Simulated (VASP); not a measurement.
Wanted: the native input for a VASP 6.6.1 run.

- Task: single point
- Functional: PBE
- Potentials or basis: VASP PAW PBE potentials, release 64 (Mo_sv, S)
- Cutoff: 520 eV
- k mesh: 7 × 7 × 7
- Occupations: fermi-dirac, width 0.1 eV
- Spin: no spin polarisation
- Dipole correction: no
- Further INCAR settings: ALGO = Normal; EDIFF = 1e-06; NBANDS = 20

The structure of MoS2 lies in POSCAR:

```
MoS2
1.0
    1.5800000000      0.9122134300      6.1500000000
   -1.5800000000      0.9122134300      6.1500000000
    0.0000000000     -1.8244268500      6.1500000000
Mo S
1 2
Direct
    0.0000000000      0.0000000000      0.0000000000
    0.2499999995      0.2499999995      0.2500000009
    0.4169999992      0.4169999992      0.4170000015
```

Measurements of this composition are mostly on another form, of space group No. 194.

The input as run:

INCAR

```
ALGO = Normal ; EDIFF = 1E-6
ENCUT = 520 ; GGA = PE
ISIF = 2 ; ISMEAR = -1
LASPH = T ; LCHARG = T
LELF = T ; LREAL = F
LVHAR = T ; LWAVE = F
NBANDS = 20 ; NELM = 100
PREC = Accurate ; SIGMA = 0.1
```

KPOINTS

```
k-points
0
Gamma
  7 7 7
```

Potentials or basis: VASP PAW PBE potentials, release 64 (Mo_sv, S).

Run with:

```console
$ cat potpaw_PBE.64/Mo_sv/POTCAR potpaw_PBE.64/S/POTCAR > POTCAR
$ mpirun -np 1 vasp_std > vasp.out
```

Results of the run:

```
Pressure               : 5.2 GPa
Largest force          : 0.506 eV/Å
Band gap on the k mesh : 1.08 eV, indirect (least direct gap 2.14 eV)
```

Caveat: an odd mesh through Γ misses points on the zone boundary, where band edges often lie.

It took 94 s on 1 thread of AMD EPYC 9R45 96-Core Processor (Zen 5) (shared host), peak memory 0.29 GiB.
